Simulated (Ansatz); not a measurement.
C6H8 can be A, `C1=C[C@H]2C[C@H]2C1`, or B, `C1=CCCC=C1`.

Program: Ansatz. Geometries: PBE0-D4/def2-TZVP. ΔE: electronic, gas phase. CCSD(T)/CBS adds triple-zeta CCSD(T) − MP2 to the extrapolated MP2 energy (def2 sets, frozen cores). DFT in def2-TZVPP. B3LYP here is the variant with VWN-RPA as its local correlation; programs differ in this.

Which is lower in electronic energy at CCSD(T)/CBS, and by how much? (Best estimate.)

The calculation gave: B, by 11.7 kcal/mol.

Give E(B) − E(A) in kcal/mol with PBE-D4, B3LYP, BLYP-D4, CCSD(T)/def2-SVP, PBE0-D4, LDA (SPW92), B3LYP-D4. (An estimate is asked.)

Computed: PBE-D4 -10.4, B3LYP -14.4, BLYP-D4 -16.6, CCSD(T)/def2-SVP -11.3, PBE0-D4 -8.8, LDA (SPW92) -7.5, B3LYP-D4 -14.7. None reverses the order clearly.

Does the order hold for the free energy at 298.15 K (harmonic terms from PBE0-D4)? (An estimate is asked.)

Computed: Yes: G(B) − G(A) = -11.7 kcal/mol.

Largest T1 diagnostic: 0.011.

Leaving LDA and LC-ωPBE aside and taking each functional with its dispersion term where it has one, the values, not all of them listed here, spread over 9.0 kcal/mol, from BLYP-D4 to PBE-QIDH. LDA lies +2.7 kcal/mol from PBE without D4. In def2-TZVPP, CCSD(T) changes the Hartree–Fock value by +2.9 kcal/mol (the triples alone add −0.3 kcal/mol) and MP2 by +5.7 kcal/mol.
